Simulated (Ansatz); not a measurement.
Crystal: InP.

```
CELL_PARAMETERS angstrom
0.00000 2.76883 2.76883
2.76883 0.00000 2.76883
2.76883 2.76883 0.00000
ATOMIC_POSITIONS crystal
In 0.00000 0.00000 0.00000
P 0.50000 0.50000 0.50000
```

Measurements of this composition are mostly on another form, of space group No. 216.

* Program: Ansatz 0.2.0
* Task: relaxation of cell and atoms
* Functional: RPBE
* Dispersion: D3(BJ)
* Potentials or basis: Ansatz PAW
* Cutoff: 420 eV (not typed: the program's choice for these potentials)
* k mesh: 8 × 8 × 8
* Occupations: fermi-dirac, width 0.05 eV
* Spin: no spin polarisation

At the start: volume 21.23 Å³/atom.

Task: How do energy, volume and symmetry change on relaxing?

Result: It ends after 6 steps and the volume is 17.47 Å³/atom (-17.7 %); space group Fm-3m (No. 225, to 0.05 Å).

The path:
```
step  energy change (eV)  largest force (eV/Å)  volume (Å³)
   1              0.0000                0.0000        42.45
   2             -0.4303                0.0000        36.54
   3             -0.4526                0.0000        34.23
   4             -0.4584                0.0000        35.00
   5             -0.4585                0.0000        34.94
   6             -0.4560                0.0000        34.94
```

Final structure:
```
In P
1.0
     0.00000    2.59471    2.59471
     2.59471    0.00000    2.59471
     2.59471    2.59471    0.00000
In P
1 1
Direct
  0.00000 0.00000 0.00000
  0.50000 0.50000 0.50000
```

Caveat: the volume moved by over 15 % at a fixed basis, so the end points are rough; the plane-wave basis is chosen anew once the cell has moved, so the energies of steps on either side of that aren't comparable; pairwise dispersion overbinds metals, which lowers pressure and volume; the PAW data sets come from PBE, with cores solved anew for the run's functional, which leaves a small shift of forces and pressure.
